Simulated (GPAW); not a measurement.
# HfB2 (P6/mmm) in GPAW: equation of state

How stiff is HfB2 in PBEsol, and what volume does it want? The cell is scaled to several volumes.

All numbers are computed with GPAW 26.7.0; they aren't measurements. Logs are shortened: lines on timing, memory, paths and dates and some standing lists are left out, and cuts for length are marked. The log counts tension as positive stress, the text compression.

## (1) Starting point

Symmetry: P6/mmm, No. 191, hexagonal system. The conventional cell has a = 3.140 Å, b = 3.140 Å, c = 3.480 Å, α = 90.00°, β = 90.00°, γ = 120.00°. Hf (site symmetry 6/mmm) has 12 B at 2.51 Å as nearest neighbours. B (site symmetry -6m2) is surrounded by 3 B at 1.81 Å.

## (2) Equation of state, PBEsol

File run.py:

```python
from ase import Atoms
from ase.eos import EquationOfState
from ase.io import Trajectory
from ase.units import GPa
from gpaw import GPAW, PW, setup_paths

setup_paths.insert(0, '.')

atoms = Atoms(['Hf', 'B', 'B'],
              cell=[[3.14, 0.0, 0.0],
                    [-1.57, 2.7193197679, 0.0],
                    [0.0, 0.0, 3.48]],
              scaled_positions=[[0.0, 0.0, 0.0],
                                [0.6666666667, 0.3333333333, 0.5],
                                [0.3333333333, 0.6666666667, 0.5]],
              pbc=True)

traj = Trajectory('eos.traj', 'w')
volumes, energies = [], []
for x in [0.94, 0.96, 0.98, 1.0, 1.02, 1.04, 1.06]:
    a = atoms.copy()
    a.set_cell(atoms.cell * x**(1 / 3), scale_atoms=True)
    calc = GPAW(mode=PW(800),
                xc='PBEsol',
                kpts={'size': (10, 10, 8), 'gamma': True},
                occupations={'name': 'fermi-dirac', 'width': 0.05},
                nbands=20,
                convergence={'density': 1e-05, 'energy': 1e-05},
                maxiter=150,
                txt=f'eos-{x:.2f}.txt')
    a.calc = calc
    energies.append(a.get_potential_energy(force_consistent=True))
    volumes.append(a.get_volume())
    p = -a.get_stress()[:3].mean() / GPa
    calc.write(f'eos-{x:.2f}.gpw')
    traj.write(a)
    print(f'{x:.2f} {volumes[-1]:10.4f} A^3 {energies[-1]:14.6f} eV {p:9.3f} GPa', flush=True)

v0, e0, B = EquationOfState(volumes, energies, eos='birchmurnaghan').fit()
print(f'V0 = {v0:.4f} A^3, E0 = {e0:.6f} eV, B0 = {B / GPa:.2f} GPa')
```

Potentials or basis: PAW data sets generated in the run's folder for this functional, pw.

The run is started by

```sh
gpaw-setup -f PBEsol B Hf
OMP_NUM_THREADS=1 python run.py
```

Output:

```text
__  _  _
 | _ |_)|_||  |
 |__||  | ||/\| - 26.7.0

Input parameters:
  mode=PW(ecut=800.0),
  convergence={'density': 1e-05, 'energy': 1e-05},
  kpts=MonkhorstPack(size=(10, 10, 8), gamma=True),
  maxiter=150,
  nbands=20,
  occupations=Occupations(name='fermi-dirac', width=0.05),
  xc=XC(name='PBEsol')

Diagonalizing LCAO Hamiltonian
Converting LCAO to pw mode

         B  B

       Hf

Atoms  # Å, Bohr magnetons
|   | symbol |         x |        y |        z |    initial magnetic moments |
|---|--------|-----------|----------|----------|-----------------------------|
| 0 |     Hf |  0.000000 | 0.000000 | 0.000000 | ( 0.0000,  0.0000,  0.0000) |
| 1 |      B |  1.548781 | 0.894189 | 1.716484 | ( 0.0000,  0.0000,  0.0000) |
| 2 |      B | -0.000000 | 1.788378 | 1.716484 | ( 0.0000,  0.0000,  0.0000) |

Unit cell  # Å
| periodic |         x |        y |        z |  lengths |     angles |
|----------|-----------|----------|----------|----------|------------|
|      yes |  3.097562 | 0.000000 | 0.000000 | 3.097562 |  90.000000 |
|      yes | -1.548781 | 2.682568 | 0.000000 | 3.097562 |  90.000000 |
|      yes |  0.000000 | 0.000000 | 3.432967 | 3.432967 | 120.000000 |

Number of symmetries: 24
Symmetry operations  # r_c * U_cc + t_c -> r_c
|    | kind |            matrix            |
|----|------|------------------------------|
|  0 |  σ   |  1, 1, 0,  0,-1, 0,  0, 0, 1 |
|  1 |  C2  |  1, 1, 0,  0,-1, 0,  0, 0,-1 |
|  2 |  C6  |  1, 1, 0, -1, 0, 0,  0, 0, 1 |
|  3 |  S6  |  1, 1, 0, -1, 0, 0,  0, 0,-1 |
|  4 |  E   |  1, 0, 0,  0, 1, 0,  0, 0, 1 |
|  5 |  σ   |  1, 0, 0,  0, 1, 0,  0, 0,-1 |
|  6 |  σ   |  1, 0, 0, -1,-1, 0,  0, 0, 1 |
|  7 |  C2  |  1, 0, 0, -1,-1, 0,  0, 0,-1 |
|  8 |  σ   |  0, 1, 0,  1, 0, 0,  0, 0, 1 |
|  9 |  C2  |  0, 1, 0,  1, 0, 0,  0, 0,-1 |
| 10 |  C3  |  0, 1, 0, -1,-1, 0,  0, 0, 1 |
| 11 |  S3  |  0, 1, 0, -1,-1, 0,  0, 0,-1 |
| 12 |  C6  |  0,-1, 0,  1, 1, 0,  0, 0, 1 |
| 13 |  S6  |  0,-1, 0,  1, 1, 0,  0, 0,-1 |
| 14 |  σ   |  0,-1, 0, -1, 0, 0,  0, 0, 1 |
| 15 |  C2  |  0,-1, 0, -1, 0, 0,  0, 0,-1 |
| 16 |  σ   | -1, 0, 0,  1, 1, 0,  0, 0, 1 |
| 17 |  C2  | -1, 0, 0,  1, 1, 0,  0, 0,-1 |
| 18 |  C2  | -1, 0, 0,  0,-1, 0,  0, 0, 1 |
| 19 |  i   | -1, 0, 0,  0,-1, 0,  0, 0,-1 |
| 20 |  C3  | -1,-1, 0,  1, 0, 0,  0, 0, 1 |
| 21 |  S3  | -1,-1, 0,  1, 0, 0,  0, 0,-1 |
| 22 |  σ   | -1,-1, 0,  0, 1, 0,  0, 0, 1 |
| 23 |  C2  | -1,-1, 0,  0, 1, 0,  0, 0,-1 |

BZ-sampling:
  Number of BZ points: 800
  Number of IBZ points: 70

  Monkhorst-Pack size: [10, 10, 8]
  Monkhorst-Pack shift: [0.05, 0.05, 0.0625]

K-points  # in reciprocal-cell coordinates
|     |                                coordinates |     weight |
|-----|--------------------------------------------|------------|
|   0 | (  0.00000000,   0.00000000,   0.00000000) | 0.00125000 |
|   1 | (  0.00000000,   0.00000000,   0.12500000) | 0.00250000 |
|   2 | (  0.00000000,   0.00000000,   0.25000000) | 0.00250000 |
|   3 | (  0.00000000,   0.00000000,   0.37500000) | 0.00250000 |
|   4 | (  0.00000000,   0.00000000,   0.50000000) | 0.00125000 |
|   5 | (  0.10000000,   0.00000000,   0.00000000) | 0.00750000 |
|   6 | (  0.10000000,   0.00000000,   0.12500000) | 0.01500000 |
|   7 | (  0.10000000,   0.00000000,   0.25000000) | 0.01500000 |
|   8 | (  0.10000000,   0.00000000,   0.37500000) | 0.01500000 |
|   9 | (  0.10000000,   0.00000000,   0.50000000) | 0.00750000 |
| ... |                                            |            |
|  69 | (  0.50000000,   0.50000000,   0.50000000) | 0.00375000 |

Plane wave coefficients: 1488
Cutoff: 800.0 eV

Spin-components: 1 (collinear spins)
Bands:           20
Projectors:      16
Spin-degeneracy: 2
Datatype:        complex128

Parallelization:
  kpt:    1
  domain: 1
  band:   1

Density:
  Valence electrons: 18.0
  Components: 1
  Grid points: [21 21 24]
  Charge: 0.0  # |e|

Potential:
  Grid points: [21 21 24]

species:
  Hf:
    name:    Hafnium
    Z:       72.0
    valence: 12
    core:    60
    charge:  0.0  # [|e|]
    compensation charges:
      type: gauss
      rc: 0.41  # [Å]
      lmax: 2
    cutoffs:
      filter: 2.36  # [Å]
      core: 4.02  # [Å]
    projectors
    | kind |    occ | energy [eV] | rcut [Å] |
    |------|--------|-------------|----------|
    |   5s |  2.000 |     -66.855 |    1.397 |
    |   6s |  2.000 |      -5.120 |    1.397 |
    |   5p |  6.000 |     -35.615 |    1.307 |
    |   6p |  0.000 |      -1.375 |    1.307 |
    |   5d |  2.000 |      -2.724 |    1.334 |
    |    d |        |      24.487 |    1.334 |

    Using partial waves for Hf as LCAO basis

  B:
    name:    Boron
    Z:       5.0
    valence: 3
    core:    2
    charge:  0.0  # [|e|]
    compensation charges:
      type: gauss
      rc: 0.20  # [Å]
      lmax: 2
    cutoffs:
      filter: 1.14  # [Å]
      core: 1.42  # [Å]
    projectors
    | kind |    occ | energy [eV] | rcut [Å] |
    |------|--------|-------------|----------|
    |   2s |  2.000 |      -9.361 |    0.635 |
    |   2p |  1.000 |      -3.555 |    0.635 |
    |    s |        |      17.850 |    0.635 |
    |    p |        |      23.657 |    0.635 |
    |    d |        |       0.000 |    0.635 |

    Using partial waves for B as LCAO basis

Reference energy: -411094.090009  # eV

eigensolver:
  PPCG
  Converge bands: occupied
  niter=2

density mixing:
  MSR1-Mixer
  Pratt-step length: 0.05
  Maximum mixing coefficient: 0.75
  Old densities: 10
  SVD Regularization: 0.005
  Good broyden scale: 1.0
  Trust region scale: 1.0
  Backstep threshold: 4.0
  History deletion threshold: 6.0
  Fourier metric: weight=20.0, sigma=0.015

occupation numbers:
  Fermi-Dirac:
    width: 0.0500  # eV

poisson solver:
  ecut: 6400.0  # eV

xc functional:
  name: PBEsol with 2 nearest neighbor stencil

convergence criteria:
- Maximum integral of absolute [dens]ity change: 1e-05 electrons / valence electron
- Maximum [total energy] change in last 3 cyles: 1e-05 eV / valence electron
- Maximum integral of absolute [eigenst]ate change: 4e-08 eV^2 / valence electron
maximum number of iterations: 150

SCF iterations
|iter     | |      energy | eigst |  dens |
|---------|-|-------------|-------|-------|
|iter:   1| |  -26.678736 | -0.02 |       |
|iter:   2| |  -26.387275 | -2.51 | -0.98 |
|iter:   3| |  -25.465038 | -1.52 | -1.04 |
|iter:   4| |  -25.478730 | -3.22 | -1.80 |
|iter:   5| |  -25.485417 | -3.93 | -2.14 |
|iter:   6| |  -25.485547 | -5.18 | -2.98 |
|iter:   7| |  -25.485548c| -7.00 | -3.98 |
|iter:   8| |  -25.485549c| -8.10c| -4.42 |
|iter:   9| |  -25.485549c| -8.55c| -5.14c|

Converged in 9 steps
Energy contributions relative to reference atoms: (reference = -411094.090009)

Energy contributions:
  Kinetic:          33.223038
  Coulomb:         -29.011525
  Zero:             -0.441582
  External:          0.000000
  Xc:              -29.254216
  Entropy:          -0.002528
  Spinorbit:         0.000000
  ----------------------------
  Free energy:     -25.486812
  Extrapolated:    -25.485549

dipole moment: (-5.601826, -9.702647, -12.416787)  # |e|*Ang

Fermi level: 12.941
Eigenvalues  # (at kpt = [0.000, 0.000, 0.000])
| band index |      eig [eV] | occ [0-2] |
|------------|---------------|-----------|
|          0 |       -48.300 |     2.000 |
|          1 |       -17.430 |     2.000 |
|          2 |       -16.884 |     2.000 |
|          3 |       -16.884 |     2.000 |
|          4 |        -0.863 |     2.000 |
|          5 |         9.930 |     2.000 |
[... 9 lines left out ...]
|         15 |        18.489 |     0.000 |
|         16 |        21.189 |     0.000 |
|        ... |               |           |
|         19 |        34.772 |     0.000 |

No gap
No difference between direct/indirect transitions

Stress tensor  # eV/Ang^3
|         x |         y |         z |
|-----------|-----------|-----------|
| -0.050956 |  0.000000 |  0.000000 |
|  0.000000 | -0.050956 |  0.000000 |
|  0.000000 |  0.000000 | -0.042060 |

# Writing to eos-0.96.gpw (mode='')
```

Run time: 3.8 min. Hardware: 1 thread of Arm Neoverse V2, shared host; peak memory 0.3 GiB.

Results:

```yaml
Equilibrium_volume: 9.78 Å³/atom
Bulk_modulus_at_fixed_shape_and_positions: 265 GPa
Pressure_derivative_of_the_bulk_modulus: 3.9
```

Energy against volume, from the lowest point:
```
volume (Å³/atom)  energy (meV/atom)
           9.311              19.80
           9.509               6.09
           9.707               0.00
           9.905               0.80
          10.103               7.85
          10.301              20.56
          10.499              38.38
```

Caveat: the cell was scaled at fixed shape and fractional positions, which overstates the stiffness of a crystal with free parameters, most of all of layers and chains.
